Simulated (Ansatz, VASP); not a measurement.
# Ge in VASP and in Ansatz

```
Ge
1.0
     2.87877    0.00000    0.00000
    -1.43938    2.49308    0.00000
     0.00000    0.00000    2.69333
Ge
1
Direct
  0.00000 0.00000 0.50000
```

Alike in both runs: functional PBE; k mesh 24 × 24 × 20; occupations gaussian, width 0.1 eV; no spin polarisation.

Ansatz relaxed the structure, and its values are those at the end. VASP's run is a single point on that final structure, the one shown.

```csv
,VASP,Ansatz
version,VASP 6.6.1,Ansatz 0.2.0
potentials or method,"VASP PAW PBE potentials, release 64 (Ge_d)","scalar-relativistic, plane waves, PAW"
plane-wave cutoff (eV),520,420
valence electrons in the cell,14,14
```

VASP gave:

| Item | Value |
| --- | --- |
| gap on the k mesh at the Fermi level (eV) | none |
| pressure (GPa) | -0.2 |

Estimate Ansatz's values.

gap on the k mesh at the Fermi level (eV): none; pressure (GPa): 0.0.

A gap of «none» marks a metal or a gap that the smearing closes.
